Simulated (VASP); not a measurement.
# Se (Pm-3m) in VASP: further runs, part 4 of 6

VASP 6.6.1.

## 57. Equation of state, PBE, 22.87 Å³/atom

Contents of INCAR:

```
PREC = Accurate ; ENCUT = 460
EDIFF = 1E-4 ; ISMEAR = 0
SIGMA = 0.05 ; LREAL = False
LASPH = True ; NELM = 100
ALGO = Normal ; ISIF = 2
LWAVE = False ; LCHARG = False
GGA = PE ; ADDGRID = False
```

Contents of KPOINTS:

```
regular mesh
0
Gamma
  5 5 5
```

Contents of POSCAR:

```
Se
1.0
    2.8383921865      0.0000000000      0.0000000000
    0.0000000000      2.8383921865      0.0000000000
    0.0000000000      0.0000000000      2.8383921865
Se
1
Direct
    0.0000000000      0.0000000000      0.0000000000
```

Potentials or basis: VASP PAW PBE potentials, release 64 (Se).

Launch:

```
$ cat potpaw_PBE.64/Se/POTCAR > POTCAR
$ mpirun -np 1 vasp_std > vasp.out
```

Wall time 1.3 s (1 thread of Intel Xeon 6975P-C (Granite Rapids), shared host); peak memory 0.11 GiB.

The run converged, but some of its settings lie outside the range that counts as converged, so its numbers aren't taken as properties of the crystal.

What came out:

```
Free energy            : -3.1111 eV
Pressure               : -1.8 GPa
Band gap on the k mesh : none (metal or under the smearing width)
```

Caveat: the k mesh is coarse (spacing up to 0.44 Å⁻¹), so the values aren't converged.

## 58. Equation of state, PBE, 21.54 Å³/atom

INCAR: that of step 57 with these lines changed.

```diff
@@ -1,3 +1,3 @@
 PREC = Accurate ; ENCUT = 460
-EDIFF = 1E-4 ; ISMEAR = 0
+EDIFF = 1E-5 ; ISMEAR = 0
 SIGMA = 0.05 ; LREAL = False
```

KPOINTS is that of step 57.

Contents of POSCAR:

```
Se
1.0
    2.7821715534      0.0000000000      0.0000000000
    0.0000000000      2.7821715534      0.0000000000
    0.0000000000      0.0000000000      2.7821715534
Se
1
Direct
    0.0000000000      0.0000000000      0.0000000000
```

Launch:

```
$ cat potpaw_PBE.64/Se/POTCAR > POTCAR
$ mpirun -np 1 vasp_std > vasp.out
```

It took 1.5 s on 1 thread of Intel Xeon 6975P-C (Granite Rapids), shared host; peak memory 0.11 GiB.

The run converged, but some of its settings lie outside the range that counts as converged, so its numbers aren't taken as properties of the crystal.

What came out:

- Free energy: -3.1095 eV
- Pressure: 2.3 GPa
- Band gap on the k mesh: none (metal or under the smearing width)

Caveat: the k mesh is coarse (spacing up to 0.45 Å⁻¹), so the values aren't converged.

## 59. Equation of state, PBE, 22.87 Å³/atom

INCAR is that of step 58.

KPOINTS is that of step 58.

Contents of POSCAR:

```
Se
1.0
    2.8383921865      0.0000000000      0.0000000000
    0.0000000000      2.8383921865      0.0000000000
    0.0000000000      0.0000000000      2.8383921865
Se
1
Direct
    0.0000000000      0.0000000000      0.0000000000
```

Launch:

```
$ cat potpaw_PBE.64/Se/POTCAR > POTCAR
$ mpirun -np 1 vasp_std > vasp.out
```

Wall time 1.5 s (1 thread of Intel Xeon 6975P-C (Granite Rapids), shared host); peak memory 0.11 GiB.

These settings aren't checked as converged: the numbers below hold their error.

Results:

```
Free energy            : -3.1111 eV
Pressure               : -1.8 GPa
Band gap on the k mesh : none (metal or under the smearing width)
```

Caveat: the k mesh is coarse (spacing up to 0.44 Å⁻¹), so the values aren't converged.

## 60. Equation of state, PBE, 21.54 Å³/atom

Contents of INCAR:

```
PREC = Accurate ; ENCUT = 460
EDIFF = 1E-6 ; ISMEAR = 0
SIGMA = 0.05 ; LREAL = False
LASPH = True ; NELM = 100
ALGO = Normal ; ISIF = 2
LWAVE = False ; LCHARG = False
GGA = PE ; ADDGRID = True
```

KPOINTS is that of step 59.

Contents of POSCAR:

```
Se
1.0
    2.7821715534      0.0000000000      0.0000000000
    0.0000000000      2.7821715534      0.0000000000
    0.0000000000      0.0000000000      2.7821715534
Se
1
Direct
    0.0000000000      0.0000000000      0.0000000000
```

Potentials or basis: VASP PAW PBE potentials, release 64 (Se).

Launch:

```
$ cat potpaw_PBE.64/Se/POTCAR > POTCAR
$ mpirun -np 1 vasp_std > vasp.out
```

Wall time 2.5 s (1 thread of Intel Xeon 6975P-C (Granite Rapids), shared host); peak memory 0.16 GiB.

These settings aren't checked as converged: the numbers below hold their error.

Results:

```yaml
Free_energy: -3.1095 eV
Pressure: 2.4 GPa
Band_gap_on_the_k_mesh: none (metal or under the smearing width)
```

Caveat: the k mesh is coarse (spacing up to 0.45 Å⁻¹), so the values aren't converged.

## 61. Equation of state, PBE, 22.87 Å³/atom

INCAR is that of step 60.

KPOINTS is that of step 60.

Contents of POSCAR:

```
Se
1.0
    2.8383921865      0.0000000000      0.0000000000
    0.0000000000      2.8383921865      0.0000000000
    0.0000000000      0.0000000000      2.8383921865
Se
1
Direct
    0.0000000000      0.0000000000      0.0000000000
```

Launch:

```
$ cat potpaw_PBE.64/Se/POTCAR > POTCAR
$ mpirun -np 1 vasp_std > vasp.out
```

Run time: 2.5 s. Hardware: 1 thread of Intel Xeon 6975P-C (Granite Rapids), shared host; peak memory 0.15 GiB.

The run converged, but some of its settings lie outside the range that counts as converged, so its numbers aren't taken as properties of the crystal.

Results:

- Free energy: -3.1112 eV
- Pressure: -1.8 GPa
- Band gap on the k mesh: none (metal or under the smearing width)

Caveat: the k mesh is coarse (spacing up to 0.44 Å⁻¹), so the values aren't converged.

## 62. Equation of state, PBE, 21.54 Å³/atom

Contents of INCAR:

```
PREC = Accurate ; ENCUT = 460
EDIFF = 1E-6 ; ISMEAR = 0
SIGMA = 0.05 ; LREAL = False
LASPH = False ; NELM = 100
ALGO = Normal ; ISIF = 2
LWAVE = False ; LCHARG = False
GGA = PE ; ADDGRID = False
```

KPOINTS is that of step 61.

Contents of POSCAR:

```
Se
1.0
    2.7821715534      0.0000000000      0.0000000000
    0.0000000000      2.7821715534      0.0000000000
    0.0000000000      0.0000000000      2.7821715534
Se
1
Direct
    0.0000000000      0.0000000000      0.0000000000
```

Launch:

```
$ cat potpaw_PBE.64/Se/POTCAR > POTCAR
$ mpirun -np 1 vasp_std > vasp.out
```

It took 1.1 s on 1 thread of Intel Xeon 6975P-C (Granite Rapids), shared host; peak memory 0.11 GiB.

The run converged, but some of its settings lie outside the range that counts as converged, so its numbers aren't taken as properties of the crystal.

Results:

| Item | Value |
| --- | --- |
| Free energy | -3.1095 eV |
| Pressure | 2.4 GPa |
| Band gap on the k mesh | none (metal or under the smearing width) |

Caveat: the k mesh is coarse (spacing up to 0.45 Å⁻¹), so the values aren't converged.

## 63. Equation of state, PBE, 22.87 Å³/atom

INCAR is that of step 62.

KPOINTS is that of step 62.

Contents of POSCAR:

```
Se
1.0
    2.8383921865      0.0000000000      0.0000000000
    0.0000000000      2.8383921865      0.0000000000
    0.0000000000      0.0000000000      2.8383921865
Se
1
Direct
    0.0000000000      0.0000000000      0.0000000000
```

Potentials or basis: VASP PAW PBE potentials, release 64 (Se).

Launch:

```
$ cat potpaw_PBE.64/Se/POTCAR > POTCAR
$ mpirun -np 1 vasp_std > vasp.out
```

It took 1.1 s on 1 thread of Intel Xeon 6975P-C (Granite Rapids), shared host; peak memory 0.11 GiB.

The run converged, but some of its settings lie outside the range that counts as converged, so its numbers aren't taken as properties of the crystal.

What came out:

* Free energy: -3.1111 eV
* Pressure: -1.8 GPa
* Band gap on the k mesh: none (metal or under the smearing width)

Caveat: the k mesh is coarse (spacing up to 0.44 Å⁻¹), so the values aren't converged.

## 64. Equation of state, PBE, 21.54 Å³/atom

Contents of INCAR:

```
PREC = Normal ; ENCUT = 460
EDIFF = 1E-4 ; ISMEAR = 0
SIGMA = 0.05 ; LREAL = Auto
LASPH = True ; NELM = 100
ALGO = Normal ; ISIF = 2
LWAVE = False ; LCHARG = False
GGA = PE ; ADDGRID = False
```

KPOINTS is that of step 63.

Contents of POSCAR:

```
Se
1.0
    2.7821715534      0.0000000000      0.0000000000
    0.0000000000      2.7821715534      0.0000000000
    0.0000000000      0.0000000000      2.7821715534
Se
1
Direct
    0.0000000000      0.0000000000      0.0000000000
```

Launch:

```
$ cat potpaw_PBE.64/Se/POTCAR > POTCAR
$ mpirun -np 1 vasp_std > vasp.out
```

Wall time 1.1 s (1 thread of Intel Xeon 6975P-C (Granite Rapids), shared host); peak memory 0.1 GiB.

These settings aren't checked as converged: the numbers below hold their error.

Results:

```
Free energy            : -3.1091 eV
Pressure               : 2.4 GPa
Band gap on the k mesh : none (metal or under the smearing width)
```

Caveat: the k mesh is coarse (spacing up to 0.45 Å⁻¹), so the values aren't converged.

## 65. Equation of state, PBE, 22.87 Å³/atom

INCAR is that of step 64.

KPOINTS is that of step 64.

Contents of POSCAR:

```
Se
1.0
    2.8383921865      0.0000000000      0.0000000000
    0.0000000000      2.8383921865      0.0000000000
    0.0000000000      0.0000000000      2.8383921865
Se
1
Direct
    0.0000000000      0.0000000000      0.0000000000
```

Launch:

```
$ cat potpaw_PBE.64/Se/POTCAR > POTCAR
$ mpirun -np 1 vasp_std > vasp.out
```

It took 1.1 s on 1 thread of Intel Xeon 6975P-C (Granite Rapids), shared host; peak memory 0.11 GiB.

The run converged, but some of its settings lie outside the range that counts as converged, so its numbers aren't taken as properties of the crystal.

Results:

* Free energy: -3.1110 eV
* Pressure: -1.8 GPa
* Band gap on the k mesh: none (metal or under the smearing width)

Caveat: the k mesh is coarse (spacing up to 0.44 Å⁻¹), so the values aren't converged.

## 66. Equation of state, PBE, 21.54 Å³/atom

Contents of INCAR:

```
PREC = Accurate ; ENCUT = 340
EDIFF = 1E-6 ; ISMEAR = 0
SIGMA = 0.05 ; LREAL = False
LASPH = True ; NELM = 100
ALGO = Normal ; ISIF = 2
LWAVE = False ; LCHARG = False
GGA = PE ; ADDGRID = False
```

Contents of KPOINTS:

```
regular mesh
0
Gamma
  6 6 6
```

Contents of POSCAR:

```
Se
1.0
    2.7821715534      0.0000000000      0.0000000000
    0.0000000000      2.7821715534      0.0000000000
    0.0000000000      0.0000000000      2.7821715534
Se
1
Direct
    0.0000000000      0.0000000000      0.0000000000
```

Potentials or basis: VASP PAW PBE potentials, release 64 (Se).

Launch:

```
$ cat potpaw_PBE.64/Se/POTCAR > POTCAR
$ mpirun -np 1 vasp_std > vasp.out
```

It took 1.5 s on 1 thread of Intel Xeon 6975P-C (Granite Rapids), shared host; peak memory 0.11 GiB.

The run converged, but some of its settings lie outside the range that counts as converged, so its numbers aren't taken as properties of the crystal.

What came out:

| Quantity | Value |
| --- | --- |
| Free energy | -3.1578 eV |
| Pressure | 3.4 GPa |
| Band gap on the k mesh | none (metal or under the smearing width) |

Caveat: the k mesh is coarse (spacing up to 0.38 Å⁻¹), so the values aren't converged.

## 67. Equation of state, PBE, 22.87 Å³/atom

INCAR is that of step 66.

KPOINTS is that of step 66.

Contents of POSCAR:

```
Se
1.0
    2.8383921865      0.0000000000      0.0000000000
    0.0000000000      2.8383921865      0.0000000000
    0.0000000000      0.0000000000      2.8383921865
Se
1
Direct
    0.0000000000      0.0000000000      0.0000000000
```

Launch:

```
$ cat potpaw_PBE.64/Se/POTCAR > POTCAR
$ mpirun -np 1 vasp_std > vasp.out
```

Wall time 1.5 s (1 thread of Intel Xeon 6975P-C (Granite Rapids), shared host); peak memory 0.1 GiB.

The run converged, but some of its settings lie outside the range that counts as converged, so its numbers aren't taken as properties of the crystal.

What came out:

```yaml
Free_energy: -3.1671 eV
Pressure: -1.0 GPa
Band_gap_on_the_k_mesh: none (metal or under the smearing width)
```

Caveat: the k mesh is coarse (spacing up to 0.37 Å⁻¹), so the values aren't converged.

## 68. Equation of state, PBE, 21.54 Å³/atom

INCAR: that of step 67 with these lines changed.

```diff
@@ -1,2 +1,2 @@
-PREC = Accurate ; ENCUT = 340
+PREC = Accurate ; ENCUT = 520
 EDIFF = 1E-6 ; ISMEAR = 0
```

Contents of KPOINTS:

```
regular mesh
0
Gamma
  5 5 5
```

Contents of POSCAR:

```
Se
1.0
    2.7821715534      0.0000000000      0.0000000000
    0.0000000000      2.7821715534      0.0000000000
    0.0000000000      0.0000000000      2.7821715534
Se
1
Direct
    0.0000000000      0.0000000000      0.0000000000
```

Launch:

```
$ cat potpaw_PBE.64/Se/POTCAR > POTCAR
$ mpirun -np 1 vasp_std > vasp.out
```

It took 1.7 s on 1 thread of Intel Xeon 6975P-C (Granite Rapids), shared host; peak memory 0.12 GiB.

These settings aren't checked as converged: the numbers below hold their error.

Results:

* Free energy: -3.1096 eV
* Pressure: 2.4 GPa
* Band gap on the k mesh: none (metal or under the smearing width)

Caveat: the k mesh is coarse (spacing up to 0.45 Å⁻¹), so the values aren't converged.

## 69. Equation of state, PBE, 22.87 Å³/atom

INCAR is that of step 68.

KPOINTS is that of step 68.

Contents of POSCAR:

```
Se
1.0
    2.8383921865      0.0000000000      0.0000000000
    0.0000000000      2.8383921865      0.0000000000
    0.0000000000      0.0000000000      2.8383921865
Se
1
Direct
    0.0000000000      0.0000000000      0.0000000000
```

Potentials or basis: VASP PAW PBE potentials, release 64 (Se).

Launch:

```
$ cat potpaw_PBE.64/Se/POTCAR > POTCAR
$ mpirun -np 1 vasp_std > vasp.out
```

It took 1.6 s on 1 thread of Intel Xeon 6975P-C (Granite Rapids), shared host; peak memory 0.13 GiB.

These settings aren't checked as converged: the numbers below hold their error.

Results:

```
Free energy            : -3.1112 eV
Pressure               : -1.7 GPa
Band gap on the k mesh : none (metal or under the smearing width)
```

Caveat: the k mesh is coarse (spacing up to 0.44 Å⁻¹), so the values aren't converged.

## 70. Equation of state, PBE, 21.54 Å³/atom

INCAR: that of step 69 with these lines changed.

```diff
@@ -1,2 +1,2 @@
-PREC = Accurate ; ENCUT = 520
+PREC = Accurate ; ENCUT = 400
 EDIFF = 1E-6 ; ISMEAR = 0
```

Contents of KPOINTS:

```
regular mesh
0
Gamma
  6 6 6
```

Contents of POSCAR:

```
Se
1.0
    2.7821715534      0.0000000000      0.0000000000
    0.0000000000      2.7821715534      0.0000000000
    0.0000000000      0.0000000000      2.7821715534
Se
1
Direct
    0.0000000000      0.0000000000      0.0000000000
```

Launch:

```
$ cat potpaw_PBE.64/Se/POTCAR > POTCAR
$ mpirun -np 1 vasp_std > vasp.out
```

It took 1.5 s on 1 thread of Intel Xeon 6975P-C (Granite Rapids), shared host; peak memory 0.11 GiB.

These settings aren't checked as converged: the numbers below hold their error.

What came out:

```yaml
Free_energy: -3.1577 eV
Pressure: 3.4 GPa
Band_gap_on_the_k_mesh: none (metal or under the smearing width)
```

Caveat: the k mesh is coarse (spacing up to 0.38 Å⁻¹), so the values aren't converged.

## 71. Equation of state, PBE, 22.87 Å³/atom

INCAR is that of step 70.

KPOINTS is that of step 70.

Contents of POSCAR:

```
Se
1.0
    2.8383921865      0.0000000000      0.0000000000
    0.0000000000      2.8383921865      0.0000000000
    0.0000000000      0.0000000000      2.8383921865
Se
1
Direct
    0.0000000000      0.0000000000      0.0000000000
```

Launch:

```
$ cat potpaw_PBE.64/Se/POTCAR > POTCAR
$ mpirun -np 1 vasp_std > vasp.out
```

It took 1.8 s on 1 thread of Intel Xeon 6975P-C (Granite Rapids), shared host; peak memory 0.12 GiB.

These settings aren't checked as converged: the numbers below hold their error.

Results:

| Property | Result |
| --- | --- |
| Free energy | -3.1670 eV |
| Pressure | -1.0 GPa |
| Band gap on the k mesh | none (metal or under the smearing width) |

Caveat: the k mesh is coarse (spacing up to 0.37 Å⁻¹), so the values aren't converged.

## 72. Equation of state, PBE, 21.54 Å³/atom

INCAR: that of step 71 with these lines changed.

```diff
@@ -1,2 +1,2 @@
-PREC = Accurate ; ENCUT = 400
+PREC = Accurate ; ENCUT = 650
 EDIFF = 1E-6 ; ISMEAR = 0
```

Contents of KPOINTS:

```
regular mesh
0
Gamma
  5 5 5
```

Contents of POSCAR:

```
Se
1.0
    2.7821715534      0.0000000000      0.0000000000
    0.0000000000      2.7821715534      0.0000000000
    0.0000000000      0.0000000000      2.7821715534
Se
1
Direct
    0.0000000000      0.0000000000      0.0000000000
```

Potentials or basis: VASP PAW PBE potentials, release 64 (Se).

Launch:

```
$ cat potpaw_PBE.64/Se/POTCAR > POTCAR
$ mpirun -np 1 vasp_std > vasp.out
```

It took 2 s on 1 thread of Intel Xeon 6975P-C (Granite Rapids), shared host; peak memory 0.12 GiB.

The run converged, but some of its settings lie outside the range that counts as converged, so its numbers aren't taken as properties of the crystal.

What came out:

```yaml
Free_energy: -3.1096 eV
Pressure: 2.4 GPa
Band_gap_on_the_k_mesh: none (metal or under the smearing width)
```

Caveat: the k mesh is coarse (spacing up to 0.45 Å⁻¹), so the values aren't converged.

## 73. Equation of state, PBE, 22.87 Å³/atom

INCAR is that of step 72.

KPOINTS is that of step 72.

Contents of POSCAR:

```
Se
1.0
    2.8383921865      0.0000000000      0.0000000000
    0.0000000000      2.8383921865      0.0000000000
    0.0000000000      0.0000000000      2.8383921865
Se
1
Direct
    0.0000000000      0.0000000000      0.0000000000
```

Launch:

```
$ cat potpaw_PBE.64/Se/POTCAR > POTCAR
$ mpirun -np 1 vasp_std > vasp.out
```

It took 2 s on 1 thread of Intel Xeon 6975P-C (Granite Rapids), shared host; peak memory 0.13 GiB.

The run converged, but some of its settings lie outside the range that counts as converged, so its numbers aren't taken as properties of the crystal.

What came out:

| Quantity | Value |
| --- | --- |
| Free energy | -3.1112 eV |
| Pressure | -1.7 GPa |
| Band gap on the k mesh | none (metal or under the smearing width) |

Caveat: the k mesh is coarse (spacing up to 0.44 Å⁻¹), so the values aren't converged.

## 74. Equation of state, PBE, 21.54 Å³/atom

INCAR: that of step 73 with these lines changed.

```diff
@@ -1,2 +1,2 @@
-PREC = Accurate ; ENCUT = 650
+PREC = Accurate ; ENCUT = 460
 EDIFF = 1E-6 ; ISMEAR = 0
```

Contents of KPOINTS:

```
regular mesh
0
Gamma
  6 6 6
```

Contents of POSCAR:

```
Se
1.0
    2.7821715534      0.0000000000      0.0000000000
    0.0000000000      2.7821715534      0.0000000000
    0.0000000000      0.0000000000      2.7821715534
Se
1
Direct
    0.0000000000      0.0000000000      0.0000000000
```

Launch:

```
$ cat potpaw_PBE.64/Se/POTCAR > POTCAR
$ mpirun -np 1 vasp_std > vasp.out
```

Wall time 1.7 s (1 thread of Intel Xeon 6975P-C (Granite Rapids), shared host); peak memory 0.12 GiB.

These settings aren't checked as converged: the numbers below hold their error.

Results:

```
Free energy            : -3.1577 eV
Pressure               : 3.4 GPa
Band gap on the k mesh : none (metal or under the smearing width)
```

Caveat: the k mesh is coarse (spacing up to 0.38 Å⁻¹), so the values aren't converged.

## 75. Equation of state, PBE, 22.87 Å³/atom

INCAR is that of step 74.

KPOINTS is that of step 74.

Contents of POSCAR:

```
Se
1.0
    2.8383921865      0.0000000000      0.0000000000
    0.0000000000      2.8383921865      0.0000000000
    0.0000000000      0.0000000000      2.8383921865
Se
1
Direct
    0.0000000000      0.0000000000      0.0000000000
```

Potentials or basis: VASP PAW PBE potentials, release 64 (Se).

Launch:

```
$ cat potpaw_PBE.64/Se/POTCAR > POTCAR
$ mpirun -np 1 vasp_std > vasp.out
```

It took 1.8 s on 1 thread of Intel Xeon 6975P-C (Granite Rapids), shared host; peak memory 0.11 GiB.

These settings aren't checked as converged: the numbers below hold their error.

What came out:

* Free energy: -3.1670 eV
* Pressure: -1.0 GPa
* Band gap on the k mesh: none (metal or under the smearing width)

Caveat: the k mesh is coarse (spacing up to 0.37 Å⁻¹), so the values aren't converged.

## 76. Equation of state, PBE, 21.54 Å³/atom

INCAR: that of step 75 with these lines changed.

```diff
@@ -1,2 +1,2 @@
-PREC = Accurate ; ENCUT = 460
+PREC = Accurate ; ENCUT = 340
 EDIFF = 1E-6 ; ISMEAR = 0
```

Contents of KPOINTS:

```
regular mesh
0
Gamma
  7 7 7
```

Contents of POSCAR:

```
Se
1.0
    2.7821715534      0.0000000000      0.0000000000
    0.0000000000      2.7821715534      0.0000000000
    0.0000000000      0.0000000000      2.7821715534
Se
1
Direct
    0.0000000000      0.0000000000      0.0000000000
```

Launch:

```
$ cat potpaw_PBE.64/Se/POTCAR > POTCAR
$ mpirun -np 1 vasp_std > vasp.out
```

It took 1.6 s on 1 thread of Intel Xeon 6975P-C (Granite Rapids), shared host; peak memory 0.11 GiB.

The run converged, but some of its settings lie outside the range that counts as converged, so its numbers aren't taken as properties of the crystal.

What came out:

```yaml
Free_energy: -3.2646 eV
Pressure: 3.6 GPa
Band_gap_on_the_k_mesh: none (metal or under the smearing width)
```

## 77. Equation of state, PBE, 22.87 Å³/atom

INCAR is that of step 76.

KPOINTS is that of step 76.

Contents of POSCAR:

```
Se
1.0
    2.8383921865      0.0000000000      0.0000000000
    0.0000000000      2.8383921865      0.0000000000
    0.0000000000      0.0000000000      2.8383921865
Se
1
Direct
    0.0000000000      0.0000000000      0.0000000000
```

Launch:

```
$ cat potpaw_PBE.64/Se/POTCAR > POTCAR
$ mpirun -np 1 vasp_std > vasp.out
```

Wall time 1.7 s (1 thread of Intel Xeon 6975P-C (Granite Rapids), shared host); peak memory 0.11 GiB.

These settings aren't checked as converged: the numbers below hold their error.

What came out:

```yaml
Free_energy: -3.2747 eV
Pressure: -1.0 GPa
Band_gap_on_the_k_mesh: none (metal or under the smearing width)
```

(Continued in part 5 of 6.)
